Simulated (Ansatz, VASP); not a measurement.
**One calculation of Al2O, two programs**

```xyz
3
Lattice="0.0000 2.9641 3.1271 2.5025 0.0000 3.1271 2.5025 2.9641 0.0000" Properties=species:S:1:pos:R:3 pbc="T T T"
Al    1.2513    2.9641    1.5636
Al    1.2513    0.0000    1.5636
O     0.0000    0.0000    0.0000
```

Alike in both runs: functional PBE; k mesh 14 × 14 × 14; occupations gaussian, width 0.1 eV; no spin polarisation.

Ansatz relaxed the structure, and its values are those at the end. VASP's run is a single point on that final structure, the one shown.

|  | VASP | Ansatz |
| --- | --- | --- |
| version | VASP 6.6.1 | Ansatz 0.2.0 |
| potentials or method | VASP PAW PBE potentials, release 64 (Al, O) | scalar-relativistic, plane waves, PAW |
| plane-wave cutoff (eV) | 520 | 420 |
| valence electrons in the cell | 12 | 12 |

VASP gave:

| Item | Value |
| --- | --- |
| gap on the k mesh at the Fermi level (eV) | none |
| pressure (GPa) | -0.1 |

Q: Which values does Ansatz return?

A: gap on the k mesh at the Fermi level (eV): none; pressure (GPa): 0.0.

A gap of «none» marks a metal or a gap that the smearing closes.
